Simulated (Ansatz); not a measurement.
# Si/Ca: a contact from a semiconductor to a metal, part 2 of 4

Is Si/Ca a contact for electrons or for holes? The semiconductor is Si diamond(111), undoped, with its far face capped by hydrogen, and the metal is Ca fcc(111), in direct contact. After relaxation the nearest pair at the metal is Ca–Si at 2.97 Å, along the normal. The common net has a side of 3.868 Å, which strains the semiconductor by +0.0 % and the metal by -0.9 %, against typed lattice constants near PBE's. The first steps treat the bulk crystals alone.

Ansatz 0.2.0; PBE DFT, plane waves, PAW files (the session's first sound run).

So far. Step 2 (Layer spacing of the electrode, 6 atoms, electrode Si …): Little changed from the start: no atom moved by 0.005 Å and no cell edge by 0.1 %.

## (4) Relaxing the interfaces

System of this step: Si/Ca. The cell holds 18 atoms: 12 Si, 5 Ca and 1 H. Its edges and angles: a = 3.868 Å, b = 3.868 Å, c = 48.230 Å, α = 90.0°, β = 90.0°, γ = 120.0°. Vacuum lies along c.

The bonds at the contact set its dipole, and with it the barrier heights, so the interface is relaxed first in a short slab. The dipole correction removes the field between the unlike outer faces.

The input, input.yaml:

```yaml
crystal:
  lattice:
    - [3.868, 0.0, 0.0]
    - [-1.934, 3.3497862618, 0.0]
    - [0.0, 0.0, 48.2295881823]
  atoms:
    - { symbol: Si, position: [0.0, 0.0, 0.1658732803] }
    - { symbol: Si, position: [0.33333333, 0.66666667, 0.182243076] }
    - { symbol: Si, position: [0.33333333, 0.66666667, 0.2313524629] }
    - { symbol: Si, position: [0.66666667, 0.33333333, 0.2477222585] }
    - { symbol: Si, position: [0.66666667, 0.33333333, 0.2968316455] }
    - { symbol: Si, position: [0.0, 0.0, 0.3132014411] }
    - { symbol: Si, position: [0.0, 0.0, 0.3602679844] }
    - { symbol: Si, position: [0.33333333, 0.66666667, 0.3766377801] }
    - { symbol: Si, position: [0.33333333, 0.66666667, 0.425747167] }
    - { symbol: Si, position: [0.66666667, 0.33333333, 0.4421169627] }
    - { symbol: Si, position: [0.66666667, 0.33333333, 0.4912263496] }
    - { symbol: Si, position: [0.0, 0.0, 0.5075961452] }
    - { symbol: Ca, position: [0.0, 0.0, 0.5681398926] }
    - { symbol: Ca, position: [0.33333333, 0.66666667, 0.6346365993] }
    - { symbol: Ca, position: [0.66666667, 0.33333333, 0.7011333061] }
    - { symbol: Ca, position: [0.0, 0.0, 0.7676300129] }
    - { symbol: Ca, position: [0.33333333, 0.66666667, 0.8341267197] }
    - { symbol: H, position: [0.0, 0.0, 0.1347720403] }
kpoints:
  mp_grid: { grid: [8, 8, 1] }
scf:
  occupations: { method: fermi_dirac, width: 0.1 }
  max_iter: 150
hamiltonian:
  xc: pbe
efield:
  axis: 3
  dipole_correction: true
relax:
  f_tol: 0.04
  max_steps: 60
output:
  forces: true
```

Run with:

```sh
ansatz run input.yaml --threads 8 --pin off --max-ram 24576MiB --backend cpu --events-out ev --progress --plain --runs-dir out
```

Numbers of over 12 decimals in the logs are rounded to 6 here.

Log:

```text
[...]
Crystal: 18 atoms, lattice volume = 624.909 Å³
Basis set: ecut = 420 eV, 12353 PW (Γ), exchange–correlation on 54×54×648 points (8 copies of the dense FFT grid, shifted against one another)
Bands: 68, of which v1, the nominal top of the filled ones, is band 50 counted from 1 (49 counted from 0)
Symmetry: 6 space group operations
[...]
k-points: 10 of 64 (time reversal used)
[...]
SCF iter   1: F=—  HF=-16729.102720 eV  |F-HF|=—  |Δ(HF+E_count)|=         —  Δρ=2.73e-3  dr2=5.29e0  ethr=1.77e-3  p=0.046 e·Å  D=1.33e-2 V/Å  ΔV_dip=-0.64 eV  dr2_dipole=2.61e0  V_vac-E_F(+/−)=2.90/3.55 eV  ⟨swp⟩=20.4  Hψ=5553  notcnv=0
efield: sawtooth ramp at fractional position 0.9344 (placed from the atoms, in the widest stretch of the axis that holds none; the zero of the levels goes with the place), width 0.1000; the density the first Hamiltonian is built on has a dipole p = 0.046 e·Å; the dipole correction subtracts the counter field D = 1.33e-2 V/Å, which shifts the + side's vacuum level by -0.64 eV against the − side's; the planar-averaged density in the ramp window peaks in size at 5.2e-4 e/Å³
[...]
SCF iter   2: F=—  HF=-16729.182304 eV  |F-HF|=—  |Δ(HF+E_count)|=   7.96e-2  Δρ=4.37e-3  dr2=5.61e0  ethr=1.77e-3  p=0.181 e·Å  D=5.23e-2 V/Å  ΔV_dip=-2.52 eV  dr2_dipole=2.85e0  V_vac-E_F(+/−)=2.91/5.44 eV  ⟨swp⟩=6.2  Hψ=1458  notcnv=0
[...]
SCF iter   9: F=-16728.967848 eV  HF=-16728.967877 eV  |F-HF|=2.87e-5  |Δ(HF+E_count)|=   1.87e-6  Δρ=1.34e-5  dr2=2.28e-5  ethr=4.04e-8  p=0.108 e·Å  D=3.12e-2 V/Å  ΔV_dip=-1.50 eV  dr2_dipole=7.42e-6  V_vac-E_F(+/−)=3.00/4.51 eV  ⟨swp⟩=3.4  Hψ=2162  notcnv=0
WARN: efield: at this solve's end the planar-averaged density reaches 3.58e-4 e/Å³ inside the ramp window [0.9137, 0.0552] (bound 1e-5 e/Å³); the window's nearer edge stands 3.84 Å from this solve's nearest atom along the axis. Its work functions, free energy, forces, stress, dipole, levels and responses can be off, and this figure does not tell by how much. The cell may have no vacuum along `efield.axis`. A short vacuum, a low `basis.ecutwfc` or `basis.ecutrho_ratio` and negative occupations (`scf.occupations.method`) can put density there. See the manual's quickstart, § The vacuum guard
SCF 1 converged in 9 iterations: F = -16728.967848 eV  dr2 = 2.28e-5
[...]
relax step   1: F+E_penalty+E_count = -16728.96784822 eV  Δ(F+E_penalty+E_count) = +0.000e0 eV  max|allowed force component| = 9.046e-1 eV/Å  Δτ_max = 0.0000 Å  (9 SCF iters, dr2 threshold 4.00e-5 eV, accepted)
[...]
SCF iter   1: F=—  HF=-16729.023914 eV  |F-HF|=—  |Δ(HF+E_count)|=         —  Δρ=2.34e-3  dr2=8.52e-2  ethr=1.27e-4  p=0.108 e·Å  D=3.12e-2 V/Å  ΔV_dip=-1.50 eV  dr2_dipole=1.72e-3  V_vac-E_F(+/−)=3.01/4.52 eV  ⟨swp⟩=1.1  Hψ=2203  notcnv=0
efield: sawtooth ramp at fractional position 0.9344 (handed on by an earlier solve), width 0.1000; the density the first Hamiltonian is built on has a dipole p = 0.108 e·Å; the dipole correction subtracts the counter field D = 3.12e-2 V/Å, which shifts the + side's vacuum level by -1.50 eV against the − side's; the planar-averaged density in the ramp window peaks in size at 3.2e-4 e/Å³
[...]
SCF iter   2: F=—  HF=-16729.026685 eV  |F-HF|=—  |Δ(HF+E_count)|=   2.77e-3  Δρ=1.07e-3  dr2=4.96e-2  ethr=8.60e-5  p=0.121 e·Å  D=3.49e-2 V/Å  ΔV_dip=-1.69 eV  dr2_dipole=9.09e-3  V_vac-E_F(+/−)=2.97/4.66 eV  ⟨swp⟩=2.1  Hψ=909  notcnv=0
[...]
SCF iter   7: F=-16729.017975 eV  HF=-16729.017981 eV  |F-HF|=5.73e-6  |Δ(HF+E_count)|=   2.32e-6  Δρ=1.09e-5  dr2=6.28e-6  ethr=5.17e-8  p=0.108 e·Å  D=3.14e-2 V/Å  ΔV_dip=-1.51 eV  dr2_dipole=1.00e-6  V_vac-E_F(+/−)=2.98/4.51 eV  ⟨swp⟩=3.2  Hψ=2140  notcnv=0
[...]
SCF 2 converged in 7 iterations: F = -16729.017975 eV  dr2 = 6.28e-6
relax step   2: F+E_penalty+E_count = -16729.01797500 eV  Δ(F+E_penalty+E_count) = -5.013e-2 eV  max|allowed force component| = 3.248e-1 eV/Å  Δτ_max = 0.0555 Å  (7 SCF iters, dr2 threshold 5.11e-5 eV, accepted)
SCF iter   1: F=—  HF=-16729.026858 eV  |F-HF|=—  |Δ(HF+E_count)|=         —  Δρ=1.14e-3  dr2=5.79e-2  ethr=1.88e-4  p=0.108 e·Å  D=3.14e-2 V/Å  ΔV_dip=-1.51 eV  dr2_dipole=1.52e-2  V_vac-E_F(+/−)=2.99/4.51 eV  ⟨swp⟩=3.3  Hψ=1532  notcnv=0
[...]
SCF iter   7: F=-16729.025238 eV  HF=-16729.025240 eV  |F-HF|=2.62e-6  |Δ(HF+E_count)|=   1.31e-6  Δρ=1.33e-5  dr2=3.92e-6  ethr=6.66e-9  p=0.110 e·Å  D=3.19e-2 V/Å  ΔV_dip=-1.54 eV  dr2_dipole=2.34e-7  V_vac-E_F(+/−)=2.97/4.52 eV  ⟨swp⟩=4.9  Hψ=2149  notcnv=0
[...]
SCF 3 converged in 7 iterations: F = -16729.025238 eV  dr2 = 3.92e-6
relax step   3: F+E_penalty+E_count = -16729.02523786 eV  Δ(F+E_penalty+E_count) = -7.263e-3 eV  max|allowed force component| = 3.170e-2 eV/Å  Δτ_max = 0.0350 Å  (7 SCF iters, dr2 threshold 6.60e-6 eV, accepted)
[...]
SCF iter   5: F=-16729.025241 eV  HF=-16729.025241 eV  |F-HF|=3.21e-8  |Δ(HF+E_count)|=   6.83e-8  Δρ=9.85e-7  dr2=3.65e-8  ethr=1.01e-10  p=0.110 e·Å  D=3.19e-2 V/Å  ΔV_dip=-1.54 eV  dr2_dipole=7.98e-10  V_vac-E_F(+/−)=2.97/4.52 eV  ⟨swp⟩=3.5  Hψ=2360  notcnv=0
[...]
SCF 4 converged in 5 iterations: F = -16729.025241 eV  dr2 = 3.65e-8
relax step   4: F+E_penalty+E_count = -16729.02524080 eV  Δ(F+E_penalty+E_count) = -2.944e-6 eV  max|allowed force component| = 3.175e-2 eV/Å  Δτ_max = 0.0000 Å  (5 SCF iters, accepted)
SCF converged after 5 iterations
Free energy (F): -16729.025241 eV
[...]
Internal energy: -16728.774699 eV  (E = F + TS)
E sigma→0 (E₀):  -16728.899970 eV
Entropy (-TS):   -0.250542 eV (-13.919 meV/atom)
Fermi energy:    3.036803 eV
Dipole field:    D = 0.031856 V/Å  (p = 0.110013 e·Å, saw-weighted, corrected)
Work function:   Φ+ = 2.9717 eV (in doubt: plateau slope 5.1e-2 eV/Å)   Φ− = 4.5176 eV
Levels:          The Fermi level and band energies are counted from a zero that moves with the ramp; work functions are not
Vacuum region:   at the solve's end the planar-averaged density reaches 3.11e-4 e/Å³ inside the ramp window [0.9137, 0.0552] (bound 1e-5 e/Å³)
[...]
--- Forces (eV/Å), atoms counted from 1 ---
  atom   1  Si     0.00000000    -0.00000000     0.00489375
  atom   2  Si     0.00000000     0.00000000    -0.02274642
  atom   3  Si     0.00000000    -0.00000000    -0.00082605
  atom   4  Si    -0.00000000     0.00000000    -0.01809864
  atom   5  Si     0.00000000    -0.00000000    -0.01917460
  atom   6  Si     0.00000000     0.00000000     0.00692947
  atom   7  Si     0.00000000    -0.00000000     0.00100242
  atom   8  Si     0.00000000     0.00000000     0.00734050
  atom   9  Si     0.00000000    -0.00000000     0.01693827
  atom  10  Si     0.00000000     0.00000000    -0.01518532
  atom  11  Si     0.00000000    -0.00000000     0.01144869
  atom  12  Si     0.00000000     0.00000000     0.00344382
  atom  13  Ca     0.00000000     0.00000000    -0.00668072
  atom  14  Ca     0.00000000    -0.00000000    -0.00541960
  atom  15  Ca     0.00000000     0.00000000     0.01788465
  atom  16  Ca     0.00000000     0.00000000    -0.00700763
  atom  17  Ca     0.00000000     0.00000000    -0.00655028
  atom  18  H      0.00000000     0.00000000     0.03174496
  max |Σ_I F_I| component: 6.27e-5 eV/Å
--- Relaxed structure (4 steps of the walk, 4 accepted, 0 SCFs on fresh bases) ---
  F+E_penalty+E_count = -16729.02524080 eV   max|allowed force component| = 3.175e-2 eV/Å
  atoms:
    - { symbol: Si, position: [1.3816456404991267e-17, -1.8046835067146406e-17, 0.165250] }
    - { symbol: Si, position: [0.333333, 0.666667, 0.181132] }
    - { symbol: Si, position: [0.333333, 0.666667, 0.230193] }
    - { symbol: Si, position: [0.666667, 0.333333, 0.246614] }
    - { symbol: Si, position: [0.666667, 0.333333, 0.295699] }
[...]
- { symbol: Si, position: [1.515706254788324e-17, -1.8046835067146406e-17, 0.361097] }
    - { symbol: Si, position: [0.333333, 0.666667, 0.377410] }
    - { symbol: Si, position: [0.333333, 0.666667, 0.426567] }
    - { symbol: Si, position: [0.666667, 0.333333, 0.442854] }
    - { symbol: Si, position: [0.666667, 0.333333, 0.492162] }
[...]
- { symbol: Ca, position: [1.612440269947227e-17, -1.8046835067146406e-17, 0.570017] }
    - { symbol: Ca, position: [0.333333, 0.666667, 0.635697] }
    - { symbol: Ca, position: [0.666667, 0.333333, 0.701483] }
    - { symbol: Ca, position: [1.466472559035936e-17, -1.8046835067146406e-17, 0.767926] }
    - { symbol: Ca, position: [0.333333, 0.666667, 0.832667] }
    - { symbol: H, position: [1.3686153646158116e-17, -1.8046835067146406e-17, 0.134007] }
```

Run time: 17 s. Hardware: 8 threads of Arm Neoverse V2, shared host; peak memory 1.8 GiB; 2.1 min of CPU time.

Relaxation path:

```tsv
step	energy less that of the first step (eV)	largest force component (eV/Å)
1	0.0000	0.9046
2	-0.0501	0.3248
3	-0.0574	0.0317
4	-0.0574	0.0317
```

Forces are held to the 6 operations that the run works with; a distortion that breaks them can't arise in this run.

The atoms that moved most (Å):

```tsv
atom	dx	dy	dz	length
Ca13	0.000	0.000	0.091	0.091
Ca17	0.000	0.000	-0.070	0.070
Si6	0.000	0.000	-0.058	0.058
Si3	0.000	0.000	-0.056	0.056
Si5	0.000	0.000	-0.055	0.055
Si2	0.000	0.000	-0.054	0.054
Si4	0.000	0.000	-0.053	0.053
Ca14	0.000	0.000	0.051	0.051
```

This step gave:

| Property | Result |
| --- | --- |
| free energy | -16729.0252 eV |
| Fermi energy | 3.037 eV |

The largest force component on a free atom ends at 0.032 eV/Å. At one or more of this run's solves the program warned of density in the dipole ramp over its bound, where dipole, forces and levels can be off.

[end of part 2 of 4]

[Logs are printed without paths, hosts, clocks, repeated set-up lines and the standing remarks that a program may print on its own settings, such as how far it seeks lower states.]

[Hosts, paths, dates, database ids (printed as entryN), source tags and the programs' standing remarks are cut or masked in the printed files.]
